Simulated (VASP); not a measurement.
# ZnO (P6_3/mmc) in VASP: further runs

One crystal, ZnO, is run at these levels: PBEsol; tasks: single point.

Program: VASP 6.6.1. These are calculated values, not measurements. Logs are shortened: lines on timing, memory, paths and dates and some standing lists are left out, and cuts for length are marked.

### Step 1. The undisturbed crystal

It takes space group P6_3/mmc (No. 194, hexagonal). Conventional cell: a = 3.288 Å, b = 3.288 Å, c = 7.130 Å, α = 90.00°, β = 90.00°, γ = 120.00°. Zn (site symmetry -6m2) is surrounded by 3 O at 1.90 Å. Around O (site symmetry -6m2) lie 3 Zn at 1.90 Å.

Measurements of this composition are mostly on another form, of space group No. 186.

### Step 2. Single point, PBEsol (grid = ENCUT=400 dk=1.6 cell=2x2x1 ISMEAR=0 SIGMA=0.05 LREAL=Auto EDIFF=1e-06)

Input file INCAR:

```
SYSTEM = ZnO
PREC = Accurate
ENCUT = 400
EDIFF = 1E-6
ISMEAR = 0
SIGMA = 0.05
LREAL = Auto
LASPH = .TRUE.
NELM = 120
ALGO = Fast
ISIF = 2
LWAVE = .FALSE.
LCHARG = .FALSE.
GGA = PS
NBANDS = 80
```

Input file KPOINTS:

```
Automatic mesh
0
G
  1 1 1
  0 0 0
```

Input file POSCAR:

```
ZnO
1.0
    6.5759343174      0.0000000000      0.0000000000
   -3.2879671586      5.6949261724      0.0000000000
    0.0000000000      0.0000000000      7.1304413500
Zn O
8 8
Direct
    0.0000000000      0.0000000000      0.2500000000
    0.0000000000      0.5000000000      0.2500000000
    0.5000000000      0.0000000000      0.2500000000
    0.5000000000      0.5000000000      0.2500000000
    0.0000000000      0.0000000000      0.7500000000
    0.0000000000      0.5000000000      0.7500000000
    0.5000000000      0.0000000000      0.7500000000
    0.5000000000      0.5000000000      0.7500000000
    0.3333333334      0.1666666666      0.7500000000
    0.3333333334      0.6666666666      0.7500000000
    0.8333333333      0.1666666666      0.7500000000
    0.8333333333      0.6666666666      0.7500000000
    0.1666666666      0.3333333334      0.2500000000
    0.1666666666      0.8333333333      0.2500000000
    0.6666666666      0.3333333334      0.2500000000
    0.6666666666      0.8333333333      0.2500000000
```

Potentials or basis: VASP PAW PBE potentials, release 64 (Zn, O).

Launch:

```
$ cat potpaw_PBE.64/Zn/POTCAR potpaw_PBE.64/O/POTCAR > POTCAR
$ mpirun -np 1 vasp_std > vasp.out
```

OUTCAR:

```text
SYSTEM = ZnO
   PREC = Accurate
   ENCUT = 400
   EDIFF = 1E-6
   ISMEAR = 0
   LREAL = Auto
   LASPH = .TRUE.
   NELM = 120
   ISIF = 2
   GGA = PS

 Found      1 irreducible k-points:

 Following reciprocal coordinates:
            Coordinates               Weight
  0.000000  0.000000  0.000000      1.000000
   k-points           NKPTS =      1   k-points in BZ     NKDIM =      1   number of bands    NBANDS=     80
   number of dos      NEDOS =    301   number of ions     NIONS =     16
   total plane-waves  NPLWV = 110592
   dimension x,y,z NGX =    48 NGY =   48 NGZ =   48
   dimension x,y,z NGXF=    96 NGYF=   96 NGZF=   96
   ions per type =               8   8
   NGX,Y,Z   is equivalent  to a cutoff of  12.13, 12.13, 11.19 a.u.
   NGXF,Y,Z  is equivalent  to a cutoff of  24.27, 24.27, 22.38 a.u.
 SYSTEM =  ZnO
   PREC   = accura    normal or accurate (medium, high low for compatibility)
   ISTART =      0    job   : 0-new  1-cont  2-samecut
   ICHARG =      2    charge: 1-file 2-atom 10-const
   ISPIN  =      1    spin polarized calculation?
   LNONCOLLINEAR =      F non collinear calculations
   LSORBIT =      F    spin-orbit coupling
   LASPH  =      T    aspherical Exc in radial PAW
   ENCUT  =  400.0 eV  29.40 Ry    5.42 a.u.  10.72 10.72 11.63*2*pi/ulx,y,z
   NELM   =    120;   NELMIN=  2; NELMDL= -5     # of ELM steps
   EDIFF  = 0.1E-05   stopping-criterion for ELM
   LREAL  =      T    real-space projection
   EDIFFG = 0.1E-04   stopping-criterion for IOM
   NSW    =      0    number of steps for IOM
   IBRION =     -1    ionic relax: 0-MD 1-quasi-New 2-CG
   NFREE  =      0    steps in history (QN), initial steepest desc. (CG)
   ISIF   =      2    stress and relaxation
   ISYM   =      2    0-nonsym 1-usesym 2-fastsym
   POTIM  = 0.5000    time-step for ionic-motion
   TEBEG  =    0.0;   TEEND  =   0.0 temperature during run
   PSTRESS=    0.0 pullay stress
   NELECT =     144.0000    total number of electrons
   NUPDOWN=      -1.0000    fix difference up-down
   EMIN   =  10.00;   EMAX   =-10.00  energy-range for DOS
   EFERMI =   0.00;   METHOD = LEGACY
   ISMEAR =     0;   SIGMA  =   0.05  broadening in eV -4-tet -1-fermi 0-gaus
   EFERMI_NEDOS =   21; number of points for ismear=-14 and -15
   IALGO  =     68    algorithm
   IMIX   =      4    mixing-type and parameters
     AMIX     =   0.40;   BMIX     =  1.00
     AMIX_MAG =   1.60;   BMIX_MAG =  1.00
  volume/ion in A,a.u.               =      16.69       112.63
  Fermi-wavevector in a.u.,A,eV,Ry     =   1.332524  2.518105 24.158775  1.775620
  Thomas-Fermi vector in A             =   2.461452
   LORBIT       =      0    0 simple, 1 ext, 2 COOP (PROOUT), +10 PAW based schemes
   GGA     = PS    functional components
   LHFCALC =     F    Hartree Fock is set to
   AEXX    =    0.0000 exact exchange contribution
   IVDW    =     0    specifies the selected vdW correction
   LEPSILON=     F    determine dielectric tensor
   LRPA    =     F    only Hartree local field effects (RPA)
 non-spin polarized calculation
 RMM-DIIS sequential band-by-band and
 Gauss-broadening in eV      SIGMA  =   0.05
  energy-cutoff  :      400.00
  volume of cell :      267.03
 maximum number of plane-waves:      4883
 NGX is ok and might be reduce to    42
   NGX = 21   NGY = 21   NGZ = 23

 number of electron     143.9999862 magnetization

 Free energy of the ion-electron system (eV)
  ---------------------------------------------------
  ext. energy  EPLUGINS =         0.00000000
  ---------------------------------------------------
  free energy    TOTEN  =       -68.50620145 eV

  energy without entropy =      -68.50620145  energy(sigma->0) =      -68.50620145

 E-fermi :  -0.3222     XC(G=0):  -9.1058

 val. band max:       -0.6154934783   @ k =   0.0000   0.0000   0.0000
 cond. band min:      -0.0586827491   @ k =   0.0000   0.0000   0.0000
 fundamental gap:      0.5568107292
 Fermi energy:        -0.3222303270

 k-point     1 :       0.0000    0.0000    0.0000
  band No.  band energies     occupation
      1     -17.9373      2.00000
      2     -17.8495      2.00000
      3     -17.3932      2.00000
      4     -17.3932      2.00000
      5     -17.3932      2.00000
      6     -17.3747      2.00000
[... 72 lines left out ...]
     79       4.6745      0.00000
     80       4.6781      0.00000

------------------------ aborting loop because EDIFF is reached ----------------------------------------

  FORCE on cell =-STRESS in cart. coord.  units (eV):
  Direction    XX          YY          ZZ          XY          YZ          ZX
  --------------------------------------------------------------------------------------
  -------------------------------------------------------------------------------------
  Total      -11.4411944    -11.4411944     -6.2459862     -0.0000000      0.0000000      0.0000000
  in kB      -68.6467481    -68.6467481    -37.4756890     -0.0000000      0.0000000      0.0000000
  external PRESSURE =     -58.2563950 kB  Pullay stress =       0.0000000 kB

 VOLUME and BASIS-vectors are now :
 -----------------------------------------------------------------------------
  energy-cutoff  :      400.00
  volume of cell :      267.03
      direct lattice vectors                 reciprocal lattice vectors
     6.575934317  0.000000000  0.000000000     0.152069645  0.087797451  0.000000000
    -3.287967159  5.694926172  0.000000000     0.000000000  0.175594901  0.000000000
     0.000000000  0.000000000  7.130441350     0.000000000  0.000000000  0.140243773

 POSITION                                       TOTAL-FORCE (eV/Angst)
 -----------------------------------------------------------------------------------
      0.00000      0.00000      1.78261         0.000000     -0.000000      0.000000
     -1.64398      2.84746      1.78261         0.000000     -0.000000      0.000000
      3.28797      0.00000      1.78261         0.000000     -0.000000     -0.000000
      1.64398      2.84746      1.78261         0.000000     -0.000000     -0.000000
      0.00000      0.00000      5.34783         0.000000      0.000000     -0.000000
     -1.64398      2.84746      5.34783         0.000000      0.000000     -0.000000
[... 8 lines left out ...]
      3.28797      1.89831      1.78261         0.000000     -0.000000      0.000000
      1.64398      4.74577      1.78261         0.000000      0.000000      0.000000
 -----------------------------------------------------------------------------------
    total drift:                                0.000001      0.000001     -0.000000

  FREE ENERGIE OF THE ION-ELECTRON SYSTEM (eV)
  ---------------------------------------------------
  free  energy   TOTEN  =       -68.5062014528 eV

  energy  without entropy=      -68.5062014528  energy(sigma->0) =      -68.50620145
```

Wall time 31 s (1 thread of Intel Xeon Platinum 8488C (Sapphire Rapids), shared host); peak memory 0.31 GiB.

The run converged, but some of its settings lie outside the range that counts as converged, so its numbers aren't taken as properties of the crystal.

Results:

* Free energy: -68.5062 eV
* Band gap on the k mesh: 0.56 eV

Caveat: the k mesh is coarse (spacing up to 1.10 Å⁻¹), so the values aren't converged; the cutoff is under 1.25 times the usual one of these potentials, so pressure, stress and relaxed cells hold a basis-set (Pulay) error; the PAW data sets were made with another functional, which shifts forces and pressure a little; an odd mesh through Γ misses points on the zone boundary, where band edges often lie.

### Step 3. Single point, PBEsol (grid = ENCUT=400 dk=0.9 cell=2x2x1 ISMEAR=0 SIGMA=0.05 LREAL=Auto EDIFF=1e-06)

INCAR is that of step 2.

Input file KPOINTS:

```
Automatic mesh
0
G
  2 2 1
  0 0 0
```

POSCAR is that of step 2.

Potentials or basis: VASP PAW PBE potentials, release 64 (Zn, O).

Launch:

```
$ cat potpaw_PBE.64/Zn/POTCAR potpaw_PBE.64/O/POTCAR > POTCAR
$ mpirun -np 1 vasp_std > vasp.out
```

Run time: 47 s. Hardware: 1 thread of Intel Xeon Platinum 8488C (Sapphire Rapids), shared host; peak memory 0.31 GiB.

The run converged, but some of its settings lie outside the range that counts as converged, so its numbers aren't taken as properties of the crystal.

Results:

```
Free energy            : -72.8984 eV
Band gap on the k mesh : 0.73 eV
```

Caveat: the k mesh is coarse (spacing up to 0.88 Å⁻¹), so the values aren't converged; the cutoff is under 1.25 times the usual one of these potentials, so pressure, stress and relaxed cells hold a basis-set (Pulay) error; the PAW data sets were made with another functional, which shifts forces and pressure a little.

### Step 4. Single point, PBEsol (grid = ENCUT=400 dk=0.6 cell=2x2x1 ISMEAR=0 SIGMA=0.05 LREAL=Auto EDIFF=1e-06)

INCAR is that of step 3.

Input file KPOINTS:

```
Automatic mesh
0
G
  2 2 2
  0 0 0
```

POSCAR is that of step 3.

Launch:

```
$ cat potpaw_PBE.64/Zn/POTCAR potpaw_PBE.64/O/POTCAR > POTCAR
$ mpirun -np 1 vasp_std > vasp.out
```

Run time: 74 s. Hardware: 1 thread of Intel Xeon Platinum 8488C (Sapphire Rapids), shared host; peak memory 0.33 GiB.

The run converged, but some of its settings lie outside the range that counts as converged, so its numbers aren't taken as properties of the crystal.

What came out:

```yaml
Free_energy: -73.0182 eV
Band_gap_on_the_k_mesh: 0.73 eV
```

Caveat: the k mesh is coarse (spacing up to 0.55 Å⁻¹), so the values aren't converged; the cutoff is under 1.25 times the usual one of these potentials, so pressure, stress and relaxed cells hold a basis-set (Pulay) error; the PAW data sets were made with another functional, which shifts forces and pressure a little.

### Step 5. Single point, PBEsol (grid = ENCUT=280 dk=0.45 cell=2x2x1 ISMEAR=0 SIGMA=0.05 LREAL=Auto EDIFF=1e-06)

INCAR, as its differences from that of step 4:

```diff
@@ -2,3 +2,3 @@
 PREC = Accurate
-ENCUT = 400
+ENCUT = 280
 EDIFF = 1E-6
```

Input file KPOINTS:

```
Automatic mesh
0
G
  3 3 2
  0 0 0
```

POSCAR is that of step 4.

Potentials or basis: VASP PAW PBE potentials, release 64 (Zn, O).

Launch:

```
$ cat potpaw_PBE.64/Zn/POTCAR potpaw_PBE.64/O/POTCAR > POTCAR
$ mpirun -np 1 vasp_std > vasp.out
```

OUTCAR:

```text
SYSTEM = ZnO
   PREC = Accurate
   ENCUT = 280
   EDIFF = 1E-6
   ISMEAR = 0
   LREAL = Auto
   LASPH = .TRUE.
   NELM = 120
   ISIF = 2
   GGA = PS

 Found      6 irreducible k-points:

 Following reciprocal coordinates:
            Coordinates               Weight
  0.000000  0.000000  0.000000      1.000000
  0.333333  0.000000  0.000000      6.000000
  0.333333  0.333333  0.000000      2.000000
  0.000000  0.000000  0.500000      1.000000
  0.333333  0.000000  0.500000      6.000000
  0.333333  0.333333  0.500000      2.000000
   k-points           NKPTS =      6   k-points in BZ     NKDIM =      6   number of bands    NBANDS=     80
[... 579 lines left out ...]
  Total      -59.2219822    -59.2219822    -56.5264314     -0.0000000      0.0000000     -0.0000000
  in kB     -355.3297289   -355.3297289   -339.1565225     -0.0000000      0.0000000     -0.0000000
  external PRESSURE =    -349.9386601 kB  Pullay stress =       0.0000000 kB

 VOLUME and BASIS-vectors are now :
 -----------------------------------------------------------------------------
  energy-cutoff  :      280.00
  volume of cell :      267.03
      direct lattice vectors                 reciprocal lattice vectors
     6.575934317  0.000000000  0.000000000     0.152069645  0.087797451  0.000000000
    -3.287967159  5.694926172  0.000000000     0.000000000  0.175594901  0.000000000
     0.000000000  0.000000000  7.130441350     0.000000000  0.000000000  0.140243773

 POSITION                                       TOTAL-FORCE (eV/Angst)
 -----------------------------------------------------------------------------------
      0.00000      0.00000      1.78261         0.000000     -0.000000      0.000000
     -1.64398      2.84746      1.78261         0.000000     -0.000000     -0.000000
      3.28797      0.00000      1.78261         0.000000      0.000000     -0.000000
      1.64398      2.84746      1.78261         0.000000      0.000000     -0.000000
      0.00000      0.00000      5.34783        -0.000000     -0.000000     -0.000000
     -1.64398      2.84746      5.34783        -0.000000      0.000000     -0.000000
[... 8 lines left out ...]
      3.28797      1.89831      1.78261        -0.000000      0.000000      0.000000
      1.64398      4.74577      1.78261        -0.000000      0.000000      0.000000
 -----------------------------------------------------------------------------------
    total drift:                                0.000001      0.000001      0.000000

  FREE ENERGIE OF THE ION-ELECTRON SYSTEM (eV)
  ---------------------------------------------------
  free  energy   TOTEN  =       -74.1050105018 eV

  energy  without entropy=      -74.1050105018  energy(sigma->0) =      -74.10501050
```

Wall time 54 s (1 thread of Intel Xeon Platinum 8488C (Sapphire Rapids), shared host); peak memory 0.23 GiB.

The run converged, but a check on its numbers failed (symmetry, net force, bounds or a known fault of this set-up), so they aren't taken as properties of the crystal.

Caveat: the k mesh is coarse (spacing up to 0.44 Å⁻¹), so the values aren't converged; the cutoff lies under the usual one of these potentials, so the numbers hold a large basis-set error; a pressure of tens of GPa on the cell as given is suspect, and the run, the potentials or the cell itself is likely at fault; the PAW data sets were made with another functional, which shifts forces and pressure a little.
